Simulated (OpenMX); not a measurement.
The system is Cu.

```
Cu
1.0
     0.00000    1.80750    1.80750
     1.80750    0.00000    1.80750
     1.80750    1.80750    0.00000
Cu
1
Direct
  0.00000 0.00000 0.00000
```

| Property | Result |
| --- | --- |
| Program | OpenMX 3.8.5 |
| Task | single point |
| Functional | PBE |
| Potentials or basis | OpenMX 2013 PBE set, Cu6.0H-s3p2d2, grid cutoff 500 Ry |
| k mesh | 13 × 13 × 13 |
| Occupations | fermi-dirac, width 0.05 eV |
| Spin | no spin polarisation |

On this cell: pressure 4.3 GPa; band gap on the k mesh none (metal or under the smearing width).

The same run follows on a disturbed copy (cell strained at random at fixed volume):

```
Cu
1.0
    -0.00858    1.79575    1.80169
     1.82295   -0.02405    1.81716
     1.79533    1.78360    0.00357
Cu
1
Direct
  0.00146 0.97571 0.02932
```

**Question.** What changes?

**Answer.** The energy (extrapolated to zero smearing) moves by +2.5 meV/atom; pressure 4.6 GPa; band gap on the k mesh none (metal or under the smearing width).

Caveats: the basis of atomic orbitals isn't converged, which shifts pressures, moduli and gaps.
